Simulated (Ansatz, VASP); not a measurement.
# Ta: VASP beside Ansatz

```xyz
2
Lattice="2.7190 0.0000 0.0000 0.0000 2.7190 0.0000 0.0000 0.0000 28.4866" Properties=species:S:1:pos:R:3 pbc="T T T"
Ta    2.7190    1.3595    8.6212
Ta    1.3595    0.0000    6.3787
```

Alike in both runs: functional LDA; k mesh 10 × 10 × 1; occupations fermi-dirac, width 0.05 eV; no spin polarisation.

|  | VASP | Ansatz |
| --- | --- | --- |
| version | VASP 6.6.1 | Ansatz 0.2.0 |
| potentials or method | VASP PAW LDA potentials, release 64 (Ta_pv), cutoff 520 eV | all-electron LAPW, scalar-relativistic |
| task | single point | work function |

Ansatz gave:

* gap on the k mesh at the Fermi level (eV): none
* rms of the force components (eV/Å): 0.368

Task: Estimate VASP's values.

Result: gap on the k mesh at the Fermi level (eV): none; rms of the force components (eV/Å): 0.341.

Atom by atom the forces differ by 0.027 eV/Å (rms over components). A gap of «none» marks a metal or a gap that the smearing closes. Ansatz ran all-electron here, so the differences hold the error of VASP's frozen core and of both bases.

The runs have no spin-orbit coupling, so splittings on Ta are missing.
